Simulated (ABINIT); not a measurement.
# ScAl3 (Pm-3m) in ABINIT: further runs

Aim: see how the results for ScAl3 move with the level of theory and the settings. Levels: RPBE, PBE+D2, PBEsol. Tasks: equation of state, band structure.

Everything below comes from runs of ABINIT 10.8.3 (patched build). Logs are shortened: lines on timing, memory, paths and dates and some standing lists are left out, and cuts for length are marked. The log counts tension as positive stress, the text compression.

**The experiment to reproduce.**

“A Combined Experimental and First-Principles Based Assessment of Finite-Temperature Thermodynamic Properties of Intermetallic Al3Sc”, 2021, pmc:8067998 quotes, for a bulk crystal of ScAl3 at 298 K: bulk modulus 91.5 ± 1.1 GPa.

The results are compared with them further down.

### Step 1. Starting point

The structure is cubic, space group Pm-3m (No. 221). The conventional cell has a = 4.088 Å, b = 4.088 Å, c = 4.088 Å, α = 90.00°, β = 90.00°, γ = 90.00°. Sc (site symmetry m-3m) has 12 Al at 2.89 Å as nearest neighbours. Around Al (site symmetry 4/mmm) lie 4 Sc at 2.89 Å and 8 Al at 2.89 Å.

The cell is a database's computed one.

### Step 2. Equation of state, RPBE

Input file run.abi:

```
ndtset 7
getwfk -1
scalecart1 3*0.9795861087
scalecart2 3*0.9864848297
scalecart3 3*0.9932883884
scalecart4 3*1.0000000000
scalecart5 3*1.0066227096
scalecart6 3*1.0131594038
scalecart7 3*1.0196128224

pp_dirpath "./"
pseudos "Sc.GGA_PBE-JTH.xml, Al.GGA_PBE-JTH.xml"

acell 4.08780657 4.08780657 4.08780657 Angstrom
rprim
     1.0000000000     0.0000000000     0.0000000000
     0.0000000000     1.0000000000     0.0000000000
     0.0000000000     0.0000000000     1.0000000000
ntypat 2
znucl 21 13
natom 4
typat 1 2 2 2
xred
     0.0000000000     0.0000000000     0.0000000000
     0.5000000000     0.5000000000     0.0000000000
     0.0000000000     0.5000000000     0.5000000000
     0.5000000000     0.0000000000     0.5000000000

ecut 20.0
pawecutdg 40.0

kptopt 1
ngkpt 7 7 7
nshiftk 1
shiftk 0.0 0.0 0.0

ixc 15

nband 14
occopt 3
tsmear 0.05 eV

nstep 100
tolvrs 1.0e-9

iomode 3
prtwf 1
prtden 0
prteig 0
prtebands 0
enunit 1
```

Potentials or basis: JTH PAW PBE v2.0.

Started as:

```sh
abinit run.abi > log 2>&1
```

run.abo:

```text
.Version 10.8.3 of ABINIT
 DATASET    1 : space group Pm -3 m (#221); Bravais cP (primitive cubic)
================================================================================
 Values of the parameters that define the memory need for DATASET  1.
     intxc =       0    ionmov =       0      iscf =      17    lmnmax =      18
     lnmax =       6     mgfft =      32  mpssoang =       3    mqgrid =    3001
     natom =       4  nloc_mem =       2    nspden =       1   nspinor =       1
    nsppol =       1      nsym =      48    n1xccc =       1    ntypat =       2
    occopt =       3   xclevel =       2
       mpw =        1870          nfft =       32768          nkpt =          20
 PAW method is used; the additional fine FFT grid is defined by:
   mgfftf=        45    nfftf =     91125
================================================================================
================================================================================
[... 71 lines left out ...]
 DATASET    7 : space group Pm -3 m (#221); Bravais cP (primitive cubic)
================================================================================
 Values of the parameters that define the memory need for DATASET  7.
     intxc =       0    ionmov =       0      iscf =      17    lmnmax =      18
     lnmax =       6     mgfft =      32  mpssoang =       3    mqgrid =    3001
     natom =       4  nloc_mem =       2    nspden =       1   nspinor =       1
    nsppol =       1      nsym =      48    n1xccc =       1    ntypat =       2
    occopt =       3   xclevel =       2
       mpw =        2099          nfft =       32768          nkpt =          20
 PAW method is used; the additional fine FFT grid is defined by:
   mgfftf=        48    nfftf =    110592
================================================================================
================================================================================

--------------------------------------------------------------------------------
------------- Echo of variables that govern the present computation ------------
--------------------------------------------------------------------------------
 -outvars: echo values of preprocessed input variables --------
            acell      7.7248348730E+00  7.7248348730E+00  7.7248348730E+00 Bohr
              amu      4.49559100E+01  2.69815390E+01
             ecut      2.00000000E+01 Hartree
           enunit           1
           getwfk          -1
              ixc          15
           jdtset        1    2    3    4    5    6    7
         kptrlatt        7    0    0      0    7    0      0    0    7
          kptrlen1     5.29699865E+01
          kptrlen2     5.33430269E+01
          kptrlen3     5.37109215E+01
          kptrlen4     5.40738441E+01
          kptrlen5     5.44319595E+01
          kptrlen6     5.47854237E+01
          kptrlen7     5.51343848E+01
            natom           4
            nband          14
           ndtset           7
            ngfft          32      32      32
          ngfftdg1         45      45      45
          ngfftdg2         45      45      45
          ngfftdg3         45      45      45
          ngfftdg4         45      45      45
          ngfftdg5         48      48      48
          ngfftdg6         48      48      48
          ngfftdg7         48      48      48
             nkpt          20
            nstep         100
             nsym          48
           ntypat           2
           occopt           3
        pawecutdg      4.00000000E+01 Hartree
         pawxcdev           0
           prtden           0
        prtebands           0
           prteig           0
            rprim1     9.7958610870E-01  0.0000000000E+00  0.0000000000E+00
                       0.0000000000E+00  9.7958610870E-01  0.0000000000E+00
                       0.0000000000E+00  0.0000000000E+00  9.7958610870E-01
            rprim2     9.8648482970E-01  0.0000000000E+00  0.0000000000E+00
                       0.0000000000E+00  9.8648482970E-01  0.0000000000E+00
                       0.0000000000E+00  0.0000000000E+00  9.8648482970E-01
            rprim3     9.9328838840E-01  0.0000000000E+00  0.0000000000E+00
                       0.0000000000E+00  9.9328838840E-01  0.0000000000E+00
                       0.0000000000E+00  0.0000000000E+00  9.9328838840E-01
            rprim4     1.0000000000E+00  0.0000000000E+00  0.0000000000E+00
                       0.0000000000E+00  1.0000000000E+00  0.0000000000E+00
                       0.0000000000E+00  0.0000000000E+00  1.0000000000E+00
            rprim5     1.0066227096E+00  0.0000000000E+00  0.0000000000E+00
                       0.0000000000E+00  1.0066227096E+00  0.0000000000E+00
                       0.0000000000E+00  0.0000000000E+00  1.0066227096E+00
            rprim6     1.0131594038E+00  0.0000000000E+00  0.0000000000E+00
                       0.0000000000E+00  1.0131594038E+00  0.0000000000E+00
                       0.0000000000E+00  0.0000000000E+00  1.0131594038E+00
            rprim7     1.0196128224E+00  0.0000000000E+00  0.0000000000E+00
                       0.0000000000E+00  1.0196128224E+00  0.0000000000E+00
                       0.0000000000E+00  0.0000000000E+00  1.0196128224E+00
          spgroup         221
           tolvrs      1.00000000E-09
           tsmear      1.83746611E-03 Hartree
            typat      1  2  2  2
           useylm           1
           xangst1     0.0000000000E+00  0.0000000000E+00  0.0000000000E+00
                       2.0021792655E+00  2.0021792655E+00  0.0000000000E+00
                       0.0000000000E+00  2.0021792655E+00  2.0021792655E+00
                       2.0021792655E+00  0.0000000000E+00  2.0021792655E+00
           xangst2     0.0000000000E+00  0.0000000000E+00  0.0000000000E+00
                       2.0162795840E+00  2.0162795840E+00  0.0000000000E+00
                       0.0000000000E+00  2.0162795840E+00  2.0162795840E+00
                       2.0162795840E+00  0.0000000000E+00  2.0162795840E+00
           xangst3     0.0000000000E+00  0.0000000000E+00  0.0000000000E+00
                       2.0301854000E+00  2.0301854000E+00  0.0000000000E+00
                       0.0000000000E+00  2.0301854000E+00  2.0301854000E+00
                       2.0301854000E+00  0.0000000000E+00  2.0301854000E+00
           xangst4     0.0000000000E+00  0.0000000000E+00  0.0000000000E+00
                       2.0439032850E+00  2.0439032850E+00  0.0000000000E+00
                       0.0000000000E+00  2.0439032850E+00  2.0439032850E+00
                       2.0439032850E+00  0.0000000000E+00  2.0439032850E+00
           xangst5     0.0000000000E+00  0.0000000000E+00  0.0000000000E+00
[... 24 lines left out ...]
                       3.8624174365E+00  3.8624174365E+00  0.0000000000E+00
                       0.0000000000E+00  3.8624174365E+00  3.8624174365E+00
                       3.8624174365E+00  0.0000000000E+00  3.8624174365E+00
            xcart5     0.0000000000E+00  0.0000000000E+00  0.0000000000E+00
                       3.8879971055E+00  3.8879971055E+00  0.0000000000E+00
                       0.0000000000E+00  3.8879971055E+00  3.8879971055E+00
                       3.8879971055E+00  0.0000000000E+00  3.8879971055E+00
            xcart6     0.0000000000E+00  0.0000000000E+00  0.0000000000E+00
                       3.9132445472E+00  3.9132445472E+00  0.0000000000E+00
                       0.0000000000E+00  3.9132445472E+00  3.9132445472E+00
                       3.9132445472E+00  0.0000000000E+00  3.9132445472E+00
            xcart7     0.0000000000E+00  0.0000000000E+00  0.0000000000E+00
                       3.9381703437E+00  3.9381703437E+00  0.0000000000E+00
                       0.0000000000E+00  3.9381703437E+00  3.9381703437E+00
                       3.9381703437E+00  0.0000000000E+00  3.9381703437E+00
             xred      0.0000000000E+00  0.0000000000E+00  0.0000000000E+00
                       5.0000000000E-01  5.0000000000E-01  0.0000000000E+00
                       0.0000000000E+00  5.0000000000E-01  5.0000000000E-01
                       5.0000000000E-01  0.0000000000E+00  5.0000000000E-01
            znucl       21.00000   13.00000

================================================================================

 chkinp: Checking input parameters for consistency, jdtset=   1.

 chkinp: Checking input parameters for consistency, jdtset=   2.
[... 40 lines left out ...]
 getcut: wavevector=  0.0000  0.0000  0.0000  ngfft=  45  45  45
         ecut(hartree)=     40.000   => boxcut(ratio)=   2.04233

--- Pseudopotential description ------------------------------------------------
- pspini: atom type   1  psp file is ./Sc.GGA_PBE-JTH.xml
 Pseudopotential format is: paw10
 basis_size (lnmax)=  6 (lmn_size= 18), orbitals=   0   0   1   1   2   2
 Spheres core radius: rc_sph= 2.41050872
 Shapefunction is BESSEL type: shapef(r,l)=aa(1,l)*jl(q(1,l)*r)+aa(2,l)*jl(q(2,l)*r)
 Radius for shape functions =  2.10063212
 Compensation charge density is not taken into account in XC energy/potential

- pspini: atom type   2  psp file is ./Al.GGA_PBE-JTH.xml
 Pseudopotential format is: paw10
 basis_size (lnmax)=  4 (lmn_size=  8), orbitals=   0   0   1   1
 Spheres core radius: rc_sph= 1.90363307
 Shapefunction is SIN type: shapef(r)=[sin(pi*r/rshp)/(pi*r/rshp)]**2
 Radius for shape functions =  1.60786206
 Compensation charge density is not taken into account in XC energy/potential

   9.45826179E+01                                ecore*ucvol(ha*bohr**3)
--------------------------------------------------------------------------------

================================================================================

--- !BeginCycle
iteration_state: {dtset: 1, }
solver: {iscf: 17, nstep: 100, nline: 4, wfoptalg: 10, }
tolerances: {tolvrs: 1.00E-09, }
...
[... 1325 lines left out ...]
-Cartesian components of stress tensor (GPa)         [Pressure= -2.0767E+00 GPa]
- sigma(1 1)=  2.07668823E+00  sigma(3 2)=  0.00000000E+00
- sigma(2 2)=  2.07668823E+00  sigma(3 1)=  0.00000000E+00
- sigma(3 3)=  2.07668823E+00  sigma(2 1)=  0.00000000E+00

== END DATASET(S) ==============================================================
================================================================================

 -outvars: echo values of variables after computation  --------
            acell      7.7248348730E+00  7.7248348730E+00  7.7248348730E+00 Bohr
           etotal1    -5.3323631335E+01
           etotal2    -5.3326253669E+01
           etotal3    -5.3328144664E+01
           etotal4    -5.3329371313E+01
           etotal5    -5.3329996433E+01
           etotal6    -5.3330076982E+01
           etotal7    -5.3329664189E+01
            fcart1    -0.0000000000E+00 -0.0000000000E+00 -0.0000000000E+00
                      -0.0000000000E+00 -0.0000000000E+00 -0.0000000000E+00
                      -0.0000000000E+00 -0.0000000000E+00 -0.0000000000E+00
                      -0.0000000000E+00 -0.0000000000E+00 -0.0000000000E+00
            fcart2    -0.0000000000E+00 -0.0000000000E+00 -0.0000000000E+00
                      -0.0000000000E+00 -0.0000000000E+00 -0.0000000000E+00
                      -0.0000000000E+00 -0.0000000000E+00 -0.0000000000E+00
                      -0.0000000000E+00 -0.0000000000E+00 -0.0000000000E+00
            fcart3    -0.0000000000E+00 -0.0000000000E+00 -0.0000000000E+00
                      -0.0000000000E+00 -0.0000000000E+00 -0.0000000000E+00
[... 66 lines left out ...]
                       2.0439032850E+00  2.0439032850E+00  0.0000000000E+00
                       0.0000000000E+00  2.0439032850E+00  2.0439032850E+00
                       2.0439032850E+00  0.0000000000E+00  2.0439032850E+00
           xangst5     0.0000000000E+00  0.0000000000E+00  0.0000000000E+00
                       2.0574394629E+00  2.0574394629E+00  0.0000000000E+00
                       0.0000000000E+00  2.0574394629E+00  2.0574394629E+00
                       2.0574394629E+00  0.0000000000E+00  2.0574394629E+00
           xangst6     0.0000000000E+00  0.0000000000E+00  0.0000000000E+00
                       2.0707998337E+00  2.0707998337E+00  0.0000000000E+00
                       0.0000000000E+00  2.0707998337E+00  2.0707998337E+00
                       2.0707998337E+00  0.0000000000E+00  2.0707998337E+00
           xangst7     0.0000000000E+00  0.0000000000E+00  0.0000000000E+00
                       2.0839899971E+00  2.0839899971E+00  0.0000000000E+00
                       0.0000000000E+00  2.0839899971E+00  2.0839899971E+00
                       2.0839899971E+00  0.0000000000E+00  2.0839899971E+00
             xred      0.0000000000E+00  0.0000000000E+00  0.0000000000E+00
                       5.0000000000E-01  5.0000000000E-01  0.0000000000E+00
                       0.0000000000E+00  5.0000000000E-01  5.0000000000E-01
                       5.0000000000E-01  0.0000000000E+00  5.0000000000E-01
 Calculation completed.
```

It took 1.9 min on 1 thread of Arm Neoverse V1, shared host; peak memory 0.16 GiB.

What came out:

```
Equilibrium volume                      : 17.64 Å³/atom
Bulk modulus                            : 84 GPa
Pressure derivative of the bulk modulus : 4.0
```

Energy against volume, from the lowest point:
```
volume (Å³/atom)  energy (meV/atom)
          16.052              43.85
          16.394              26.01
          16.735              13.15
          17.077               4.80
          17.419               0.55
          17.760               0.00
          18.102               2.81
```

Caveat: pressures at fixed basis lie under the slope of the energies; the PAW data sets were made with another functional, which shifts forces and pressure a little.

(Continued in part 2 of 2.)
